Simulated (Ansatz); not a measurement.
## HgS: band structure with PBEsol

Slab: HgS, a slab with vacuum.

```
S Hg
1.0
     4.19636    0.00000    0.00000
    -2.09818    3.63415    0.00000
     0.00000    0.00000   26.16586
S Hg
4 4
Direct
  0.33333 0.66667 0.28663
  0.66667 0.33333 0.41792
  0.33333 0.66667 0.54920
  0.66667 0.33333 0.68048
  0.66667 0.33333 0.31952
  0.33333 0.66667 0.45080
  0.66667 0.33333 0.58208
  0.33333 0.66667 0.71337
```

The cell isn't the ideal one: the (0 0 1) slab of HgS, cut from the database cell, not relaxed.

```yaml
Program: Ansatz 0.2.0
Task: band structure
Functional: PBEsol
Potentials_or_basis: Ansatz PAW
Cutoff: "420 eV (not typed: the program's choice for these potentials)"
k_mesh: 7 × 7 × 1
Occupations: fermi-dirac, width 0.05 eV
Spin: spin-orbit coupling, no magnetisation
Boundary_along_the_surface_normal: dipole_correction
Path: "[[\"G\", \"M\", \"K\", \"G\"]]"
Points_for_each_segment_of_the_path: 10
Miller: "[0, 0, 1]"
Bulk_formula: HgS
```

The largest force is 0.925 eV/Å. The band gap on the k mesh is none (metal or under the smearing width) and the work function of the upper face is 3.57 eV. The work function of the lower face is 6.70 eV and the dipole across the slab is 0.264 e·Å.

Forces on the atoms (eV/Å):
```
S    0.000  0.000  0.532
Hg   0.000  0.000 -0.643
S    0.000  0.000  0.524
Hg   0.000  0.000 -0.439
S    0.000  0.000  0.405
Hg   0.000  0.000 -0.459
S    0.000  0.000  0.925
Hg   0.000  0.000 -0.845
```

Levels at the corners of the path, in eV from the Fermi level:
| point | band 100 | band 101 | band 102 | band 103 | band 104 | band 105 | band 106 | band 107 | band 108 | band 109 |
| --- | --- | --- | --- | --- | --- | --- | --- | --- | --- | --- |
| Γ | -0.43 | -0.12 | -0.12 | 0.31 | 0.31 | 0.35 | 0.35 | 0.54 | 0.54 | 1.08 |
| M | -1.48 | -0.75 | -0.75 | -0.52 | -0.52 | 0.17 | 0.17 | 1.63 | 1.63 | 2.36 |
| K | -1.63 | -1.45 | -1.45 | -0.48 | -0.47 | 0.52 | 0.56 | 2.37 | 2.46 | 2.97 |
| Γ | -0.43 | -0.12 | -0.12 | 0.31 | 0.31 | 0.35 | 0.35 | 0.54 | 0.54 | 1.08 |

Run time: 63 s on 4 threads of Intel(R) Xeon(R) 6975P-C (Granite Rapids), on a shared host, peak memory 3.3 GiB.

Caveat: the PAW data sets come from PBE, with cores solved anew for the run's functional, which leaves a small shift of forces and pressure.
